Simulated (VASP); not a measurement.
## VASP 6.6.1 run: CdSe

INCAR

```
SIGMA = 0.02
ENCUT = 600
PREC = Accurate
NBANDS = 16
EDIFFG = -5E-3
EDIFF = 1E-7
LWAVE = .FALSE.
NSW = 40
LREAL = .FALSE.
PSTRESS = 200
GGA = PE
ISIF = 3
NELM = 120
LASPH = .TRUE.
IBRION = 2
LCHARG = .FALSE.
ISMEAR = -1
```

KPOINTS

```
KPOINTS created by Atomic Simulation Environment
0
Gamma
8 8 8
0 0 0
```

POSCAR

```
Cd Se
 1.0000000000000000
     3.3437102275999999    0.0000000000000000    0.0000000000000000
     0.0000000000000000    3.3437102275999999    0.0000000000000000
     0.0000000000000000    0.0000000000000000    3.3437102275999999
 Cd  Se
   1   1
Cartesian
  0.0000000000000000  0.0000000000000000  0.0000000000000000
  1.6718551138000000  1.6718551138000000  1.6718551138000000
```

The recommended PBE PAW datasets give the neutral cell 18 valence electrons.

Command

```
mpirun -np 1 vasp_std
```

Question: Predict the outcome of this run.

Answer: It converged. Results: relaxed cell vector lengths 3.320, 3.320, 3.320 Å; relaxed cell volume 36.59 Å³.

OSZICAR

```
N       E                     dE             d eps       ncg     rms          rms(c)
DAV:   1     0.114311178478E+03    0.11431E+03   -0.10204E+04  1160   0.120E+03
DAV:   2    -0.696546865383E+00   -0.11501E+03   -0.10735E+03  1328   0.270E+02
DAV:   3    -0.438703119413E+01   -0.36905E+01   -0.36643E+01  1368   0.495E+01
DAV:   4    -0.439638549807E+01   -0.93543E-02   -0.93540E-02  1376   0.248E+00
DAV:   5    -0.439640908513E+01   -0.23587E-04   -0.23587E-04  1400   0.121E-01    0.728E+00
DAV:   6    -0.396174799637E+01    0.43466E+00   -0.73432E-01  1376   0.114E+01    0.615E+00
DAV:   7    -0.395669945410E+01    0.50485E-02   -0.82175E-02  1240   0.244E+00    0.306E+00
DAV:   8    -0.395408654098E+01    0.26129E-02   -0.57002E-03  1304   0.930E-01    0.341E-01
DAV:   9    -0.395390741291E+01    0.17913E-03   -0.61949E-04  1416   0.360E-01    0.426E-02
DAV:  10    -0.395391980343E+01   -0.12391E-04   -0.81987E-05  1248   0.881E-02    0.192E-02
...
DAV:   1    -0.399247679070E+01   -0.27610E+00   -0.24633E+00  1288   0.199E+01    0.276E+00
DAV:   2    -0.387727514917E+01    0.11520E+00   -0.22667E-01  1184   0.730E+00    0.111E+00
DAV:   3    -0.386371268666E+01    0.13562E-01   -0.22333E-02  1296   0.183E+00    0.900E-01
DAV:   4    -0.386212624865E+01    0.15864E-02   -0.18162E-03  1128   0.380E-01    0.235E-01
DAV:   5    -0.386204835278E+01    0.77896E-04   -0.18011E-04  1192   0.161E-01    0.258E-02
DAV:   6    -0.386205182259E+01   -0.34698E-05   -0.38102E-05  1144   0.745E-02    0.165E-02
DAV:   7    -0.386205407241E+01   -0.22498E-05   -0.35926E-06  1384   0.268E-02    0.110E-02
DAV:   8    -0.386205327219E+01    0.80022E-06   -0.10399E-06  1240   0.127E-02    0.246E-04
DAV:   9    -0.386205326676E+01    0.54315E-08   -0.42609E-09   560   0.589E-04
   3 F= 0.70511699E+00 E0= 0.70601216E+00  d E =-.761227E-02
```

```csv
ionic step,ΔH (meV/atom),volume (Å³),largest force (eV/Å),pressure (GPa),electronic steps
1,0.0,37.38,0.000,17.02,12
2,3.3,35.53,0.000,24.45,10
3,-3.8,36.59,0.000,19.99,9
```

For comparison, a separate PBE relaxation on usual settings, not on those above, ends at 45.17 Å³.
